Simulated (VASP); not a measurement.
# WC (Qusongite) (P-6m2) in VASP: further runs

The runs below take WC (Qusongite) through relaxation of cell and atoms, with PBEsol+D4, PBEsol+rVV10, RPBE+D3, RPBE+D3(BJ).

All numbers are computed with VASP 6.6.1; they aren't measurements. Logs are shortened: lines on timing, memory, paths and dates and some standing lists are left out, and cuts for length are marked.

## 1. Starting point

The structure is hexagonal, space group P-6m2 (No. 187). The conventional cell has a = 2.907 Å, b = 2.907 Å, c = 2.837 Å, α = 90.00°, β = 90.00°, γ = 120.00°. Around W (site symmetry -6m2) lie 6 C at 2.20 Å. C (site symmetry -6m2) is surrounded by 6 W at 2.20 Å.

## 2. Relaxation of cell and atoms, PBEsol+D4

Input file INCAR:

```
ALGO = Normal
EDIFF = 1E-6
EDIFFG = -0.02
ENCUT = 600
GGA = PS
IBRION = 2
ISIF = 3
ISMEAR = -1
IVDW = 13
LASPH = T
LCHARG = F
LREAL = F
LWAVE = F
NELM = 100
NSW = 60
PREC = Accurate
SIGMA = 0.05
```

Input file KPOINTS:

```
k-points
0
Gamma
  10 10 9
```

Input file POSCAR:

```
WC
1.0
    2.9065000000      0.0000000000      0.0000000000
   -1.4532500000      2.5171028361      0.0000000000
    0.0000000000      0.0000000000      2.8366000000
W C
1 1
Direct
    0.0000000000      0.0000000000      0.0000000000
    0.6666666667      0.3333333333      0.5000000000
```

Potentials or basis: VASP PAW PBE potentials, release 64 (W_sv, C).

Command:

```sh
> cat potpaw_PBE.64/W_sv/POTCAR potpaw_PBE.64/C/POTCAR > POTCAR
> mpirun -np 1 vasp_std > vasp.out
```

OUTCAR:

```text
EDIFF = 1E-6
   EDIFFG = -0.02
   ENCUT = 600
   GGA = PS
   IBRION = 2
   ISIF = 3
   ISMEAR = -1
   IVDW = 13
   LASPH = T
   LREAL = F
   NELM = 100
   NSW = 60
   PREC = Accurate

 ion  position               nearest neighbor table
   1  0.000  0.000  0.000-   2 2.20   2 2.20   2 2.20   2 2.20   2 2.20   2 2.20
   2  0.667  0.333  0.500-   1 2.20   1 2.20   1 2.20   1 2.20   1 2.20   1 2.20

  LATTYP: Found a hexagonal cell.
 ALAT       =     2.9065000000
 C/A-ratio  =     0.9759504559

  Lattice vectors:

 A1 = (   2.9065000000,   0.0000000000,   0.0000000000)
 A2 = (  -1.4532500000,   2.5171028361,   0.0000000000)
 A3 = (   0.0000000000,   0.0000000000,   2.8366000000)

Analysis of symmetry for initial positions (statically):
=====================================================================
 Subroutine PRICEL returns:
 Original cell was already a primitive cell.

 Routine SETGRP: Setting up the symmetry group for a
 hexagonal supercell.

 Subroutine GETGRP returns: Found 12 space group operations
 (whereof 12 operations were pure point group operations)
 out of a pool of 24 trial point group operations.

The static configuration has the point symmetry D_3h.

Analysis of symmetry for dynamics (positions and initial velocities):
=====================================================================
 Subroutine PRICEL returns:
 Original cell was already a primitive cell.

 Routine SETGRP: Setting up the symmetry group for a
 hexagonal supercell.

 Subroutine GETGRP returns: Found 12 space group operations
 (whereof 12 operations were pure point group operations)
 out of a pool of 24 trial point group operations.

The dynamic configuration has the point symmetry D_3h.

 Subroutine INISYM returns: Found 12 space group operations
 (whereof 12 operations are pure point group operations),
 and found     1 'primitive' translations

----------------------------------------------------------------------------------------

                                     Primitive cell

  volume of cell :      20.7525

  direct lattice vectors                    reciprocal lattice vectors
     2.906500000  0.000000000  0.000000000     0.344056425  0.198641070  0.000000000
    -1.453250000  2.517102836  0.000000000     0.000000000  0.397282139  0.000000000
     0.000000000  0.000000000  2.836600000     0.000000000  0.000000000  0.352534725

  length of vectors
     2.906500000  2.906500000  2.836600000     0.397282139  0.397282139  0.352534725

  position of ions in fractional coordinates (direct lattice)
     0.000000000  0.000000000  0.000000000
     0.666666667  0.333333333  0.500000000

  ion indices of the primitive-cell ions
   primitive index   ion index
                 1           1
                 2           2

----------------------------------------------------------------------------------------

 KPOINTS: k-points

Automatic generation of k-mesh.
 Grid dimensions read from file:
 generate k-points for:   10   10    9

 Generating k-lattice:

  Cartesian coordinates                     Fractional coordinates (reciprocal lattice)
     0.034405643  0.019864107  0.000000000     0.100000000  0.000000000  0.000000000
     0.000000000  0.039728214  0.000000000     0.000000000  0.100000000  0.000000000
     0.000000000  0.000000000  0.039170525     0.000000000  0.000000000  0.111111111

  Length of vectors
     0.039728214  0.039728214  0.039170525

  Shift w.r.t. Gamma in fractional coordinates (k-lattice)
     0.000000000  0.000000000  0.000000000

 Subroutine IBZKPT returns following result:
 ===========================================

 Found     70 irreducible k-points:

 Following reciprocal coordinates:
            Coordinates               Weight
  0.000000  0.000000  0.000000      1.000000
  0.100000  0.000000  0.000000      6.000000
  0.200000  0.000000  0.000000      6.000000
  0.300000  0.000000  0.000000      6.000000
  0.400000  0.000000  0.000000      6.000000
  0.500000  0.000000  0.000000      3.000000
[... 16 lines left out ...]
  0.300000  0.100000  0.111111     24.000000
  0.400000  0.100000  0.111111     24.000000
 [... further k-points ...]
   k-points           NKPTS =     70   k-points in BZ     NKDIM =     70   number of bands    NBANDS=     13
   number of dos      NEDOS =    301   number of ions     NIONS =      2
   total plane-waves  NPLWV =  13824
   dimension x,y,z NGX =    24 NGY =   24 NGZ =   24
   dimension x,y,z NGXF=    48 NGYF=   48 NGZF=   48
   ions per type =               1   1
   NGX,Y,Z   is equivalent  to a cutoff of  13.73, 13.73, 14.07 a.u.
   NGXF,Y,Z  is equivalent  to a cutoff of  27.46, 27.46, 28.13 a.u.
 SYSTEM =  unknown system
   PREC   = accura    normal or accurate (medium, high low for compatibility)
   ISTART =      0    job   : 0-new  1-cont  2-samecut
   ICHARG =      2    charge: 1-file 2-atom 10-const
   ISPIN  =      1    spin polarized calculation?
   LNONCOLLINEAR =      F non collinear calculations
   LSORBIT =      F    spin-orbit coupling
   LASPH  =      T    aspherical Exc in radial PAW
   ENCUT  =  600.0 eV  44.10 Ry    6.64 a.u.   5.81  5.81  5.67*2*pi/ulx,y,z
   NELM   =    100;   NELMIN=  2; NELMDL= -5     # of ELM steps
   EDIFF  = 0.1E-05   stopping-criterion for ELM
   LREAL  =      F    real-space projection
   EDIFFG = -.2E-01   stopping-criterion for IOM
   NSW    =     60    number of steps for IOM
   IBRION =      2    ionic relax: 0-MD 1-quasi-New 2-CG
   NFREE  =      1    steps in history (QN), initial steepest desc. (CG)
   ISIF   =      3    stress and relaxation
   ISYM   =      2    0-nonsym 1-usesym 2-fastsym
   POTIM  = 0.5000    time-step for ionic-motion
   TEBEG  =    0.0;   TEEND  =   0.0 temperature during run
   PSTRESS=    0.0 pullay stress
   NELECT =      18.0000    total number of electrons
   NUPDOWN=      -1.0000    fix difference up-down
   EMIN   =  10.00;   EMAX   =-10.00  energy-range for DOS
   EFERMI =   0.00;   METHOD = LEGACY
   ISMEAR =    -1;   SIGMA  =   0.05  broadening in eV -4-tet -1-fermi 0-gaus
   EFERMI_NEDOS =   21; number of points for ismear=-14 and -15
   IALGO  =     38    algorithm
   IMIX   =      4    mixing-type and parameters
     AMIX     =   0.40;   BMIX     =  1.00
     AMIX_MAG =   1.60;   BMIX_MAG =  1.00
  volume/ion in A,a.u.               =      10.38        70.02
  Fermi-wavevector in a.u.,A,eV,Ry     =   1.561262  2.950358 33.164744  2.437540
  Thomas-Fermi vector in A             =   2.664353
   LORBIT       =      0    0 simple, 1 ext, 2 COOP (PROOUT), +10 PAW based schemes
   GGA     = PS    functional components
   LHFCALC =     F    Hartree Fock is set to
   AEXX    =    0.0000 exact exchange contribution
   IVDW    =    13    specifies the selected vdW correction
   LEPSILON=     F    determine dielectric tensor
   LRPA    =     F    only Hartree local field effects (RPA)
 conjugate gradient relaxation of ions
 non-spin polarized calculation
  energy-cutoff  :      600.00
  volume of cell :       20.75
 maximum number of plane-waves:       703
 NGX is ok and might be reduce to    24
   NGX = 11   NGY = 11   NGZ = 11

--------------------------------------- Ionic step        1  -------------------------------------------

 number of electron      18.0000000 magnetization

 Free energy of the ion-electron system (eV)
  ---------------------------------------------------
  ext. energy  EPLUGINS =         0.00000000
  ---------------------------------------------------
  free energy    TOTEN  =       -23.90494398 eV

  energy without entropy =      -23.90315426  energy(sigma->0) =      -23.90404912

------------------------ aborting loop because EDIFF is reached ----------------------------------------

  DFT-D4 for vdW energy calculation

  Edisp (eV):   -0.56533

  FORCE on cell =-STRESS in cart. coord.  units (eV):
  Direction    XX          YY          ZZ          XY          YZ          ZX
  --------------------------------------------------------------------------------------
  -------------------------------------------------------------------------------------
  Total      -0.76609    -0.76609    -0.92801    -0.00000     0.00000     0.00000
  in kB     -59.14536   -59.14536   -71.64621    -0.00000     0.00000     0.00000
  external pressure =      -63.31 kB  Pullay stress =        0.00 kB

 VOLUME and BASIS-vectors are now :
 -----------------------------------------------------------------------------
  energy-cutoff  :      600.00
  volume of cell :       20.75
      direct lattice vectors                 reciprocal lattice vectors
     2.906500000  0.000000000  0.000000000     0.344056425  0.198641070  0.000000000
    -1.453250000  2.517102836  0.000000000     0.000000000  0.397282139  0.000000000
     0.000000000  0.000000000  2.836600000     0.000000000  0.000000000  0.352534725
[... 201 lines left out ...]
 POSITION                                       TOTAL-FORCE (eV/Angst)
 -----------------------------------------------------------------------------------
      1.44536      2.50343      0.00000         0.000000     -0.000000      0.000000
      1.44536      0.83448      1.41120        -0.000000      0.000000     -0.000000
 -----------------------------------------------------------------------------------
    total drift:                                0.000000     -0.000000     -0.000000

  FREE ENERGIE OF THE ION-ELECTRON SYSTEM (eV)
  ---------------------------------------------------
  free  energy   TOTEN  =       -24.4766576441 eV

  energy  without entropy=      -24.4748602594  energy(sigma->0) =      -24.47575895

--------------------------------------- Ionic step        7  -------------------------------------------

 number of electron      18.0000001 magnetization

 Free energy of the ion-electron system (eV)
  ---------------------------------------------------
  ext. energy  EPLUGINS =         0.00000000
  ---------------------------------------------------
  free energy    TOTEN  =       -23.90310492 eV

  energy without entropy =      -23.90130741  energy(sigma->0) =      -23.90220617

 E-fermi :  11.1466     XC(G=0): -14.0155

 val. band max:       11.0462777781   @ k =   0.0000   0.0000   0.3333
 cond. band min:      11.1500696638   @ k =   0.1000   0.0000   0.3333
 fundamental gap:      0.1037918857
 Fermi energy:        11.1466101042

 k-point     1 :       0.0000    0.0000    0.0000
  band No.  band energies     occupation
      1     -62.7409      2.00000
      2     -26.7309      2.00000
      3     -26.6173      2.00000
      4     -26.6173      2.00000
      5      -3.3950      2.00000
      6       6.7370      2.00000
      7       7.7598      2.00000
      8       7.7598      2.00000
      9      11.2764      0.13890
     10      14.4589      0.00000
     11      14.4589      0.00000
     12      16.8998      0.00000
     13      16.8998      0.00000

 k-point     2 :       0.1000    0.0000    0.0000
  band No.  band energies     occupation
      1     -62.7349      2.00000
      2     -26.7196      2.00000
      3     -26.7048      2.00000
      4     -26.6370      2.00000
      5      -3.1272      2.00000
      6       6.7720      2.00000
      7       7.4598      2.00000
      8       8.0099      2.00000
      9      10.5502      1.99999
     10      14.3625      0.00000
     11      15.2668      0.00000
[... 339 lines left out ...]
 k-point    24 :       0.4000    0.1000    0.1111
  band No.  band energies     occupation
      1     -62.6727      2.00000
      2     -27.4253      2.00000
      3     -26.8582      2.00000
      4     -26.7005      2.00000
      5       0.1314      2.00000
      6       4.1607      2.00000
      7       6.8625      2.00000
      8       8.3873      2.00000
      9       9.8603      2.00000
     10      13.8662      0.00000
     11      15.2967      0.00000
     12      16.2279      0.00000
     13      18.3125      0.00000

 [... further k-points ...]

------------------------ aborting loop because EDIFF is reached ----------------------------------------

  DFT-D4 for vdW energy calculation

  Edisp (eV):   -0.57357

  FORCE on cell =-STRESS in cart. coord.  units (eV):
  Direction    XX          YY          ZZ          XY          YZ          ZX
  --------------------------------------------------------------------------------------
  -------------------------------------------------------------------------------------
  Total       0.01666     0.01666     0.01884     0.00000     0.00000     0.00000
  in kB       1.30639     1.30639     1.47792     0.00000     0.00000     0.00000
  external pressure =        1.36 kB  Pullay stress =        0.00 kB

 VOLUME and BASIS-vectors are now :
 -----------------------------------------------------------------------------
  energy-cutoff  :      600.00
  volume of cell :       20.43
      direct lattice vectors                 reciprocal lattice vectors
     2.891554548  0.000000000  0.000000000     0.345834735  0.199667777 -0.000000000
    -1.445777274  2.504159695  0.000000000     0.000000000  0.399335554 -0.000000000
    -0.000000000  0.000000000  2.821160193    -0.000000000 -0.000000000  0.354464097

 POSITION                                       TOTAL-FORCE (eV/Angst)
 -----------------------------------------------------------------------------------
     -0.00000      0.00000      0.00000         0.000000     -0.000000      0.000000
      1.44578      0.83472      1.41058        -0.000000      0.000000     -0.000000
 -----------------------------------------------------------------------------------
    total drift:                                0.000000     -0.000000     -0.000000

  FREE ENERGIE OF THE ION-ELECTRON SYSTEM (eV)
  ---------------------------------------------------
  free  energy   TOTEN  =       -24.4766742395 eV

  energy  without entropy=      -24.4748767332  energy(sigma->0) =      -24.47577549

 reached required accuracy - stopping structural energy minimisation
```

Wall time 28 s (1 thread of Intel Xeon 6975P-C (Granite Rapids), shared host); peak memory 0.16 GiB.

What came out:

```
Free energy                            : -24.4767 eV
Relaxed volume                         : 10.21 Å³/atom
Relaxed cell                           : a = 2.892 Å, b = 2.892 Å, c = 2.821 Å, α = 90.00°, β = 90.00°, γ = 120.00°
Space group after relaxing (to 0.05 Å) : P-6m2 (No. 187)
Energy gained by relaxing              : 3.2 meV/atom
Ionic steps                            : 7
Pressure after relaxing                : 0.1 GPa
Band gap on the k mesh                 : none (metal or under the smearing width)
Dispersion energy per atom             : -0.287 eV
```

The path:
| step | energy change (eV) | largest force (eV/Å) | pressure (GPa) | volume (Å³) |
| --- | --- | --- | --- | --- |
| 1 | 0.0000 | 0.0000 | -6.33 | 20.75 |
| 2 | 0.0502 | 0.0000 | 20.83 | 19.55 |
| 3 | -0.0064 | 0.0000 | -0.16 | 20.44 |
| 4 | -0.0064 | 0.0000 | -0.05 | 20.44 |
| 5 | -0.0064 | 0.0000 | 0.08 | 20.43 |
| 6 | -0.0064 | 0.0000 | 0.17 | 20.42 |
| 7 | -0.0064 | 0.0000 | 0.14 | 20.43 |

Final structure:
```yaml
crystal:
  lattice:
    - [2.89155, 0.00000, 0.00000]
    - [-1.44578, 2.50416, 0.00000]
    - [0.00000, 0.00000, 2.82116]
  atoms:
    - { symbol: W, position: [0.00000, 0.00000, 0.00000] }
    - { symbol: C, position: [0.66667, 0.33333, 0.50000] }
```

Levels at points of the mesh, in eV from the Fermi level:
```tsv
k point	band 7	band 8	band 9	band 10	band 11	band 12
(0.00, 0.00, 0.00)	-3.39	-3.39	0.13	3.31	3.31	5.75
(0.50, 0.00, 0.00)	-3.67	-3.65	-0.44	2.39	4.65	5.02
```

Caveat: the PAW data sets were made with another functional, which shifts forces and pressure a little; pairwise dispersion overbinds metals, which lowers pressure and volume.

(Part 1 of 2 ends here.)
